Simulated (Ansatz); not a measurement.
WC (Qusongite):

```
W C
1.0
     2.90650    0.00000    0.00000
    -1.45325    2.51710    0.00000
     0.00000    0.00000    2.83660
W C
1 1
Direct
  0.00000 0.00000 0.00000
  0.66667 0.33333 0.50000
```

Base run:

* Program: Ansatz 0.2.0
* Functional: PBEsol
* Potentials or basis: all-electron LAPW, scalar-relativistic
* Cutoff: 335 eV (chosen from the basis error)
* Basis error allowed: 0.001 eV/atom
* k mesh: 10 × 10 × 9
* Occupations: fermi-dirac, width 0.05 eV
* Spin: no spin polarisation

Its results: band gap on the k mesh none (metal or under the smearing width); pressure -3.4 GPa.

The run is repeated on the same cell with these changes: hubbard terms from none to W d U = 8 eV. What comes out?

Band gap on the k mesh none (metal or under the smearing width); pressure -1.9 GPa.

Caveats: U is the effective U less J, on atomic orbitals that reach past the spheres (some runs); U without spin polarisation on a metal has little footing (some runs); the U is typed as a test and isn't derived for this compound (some runs).
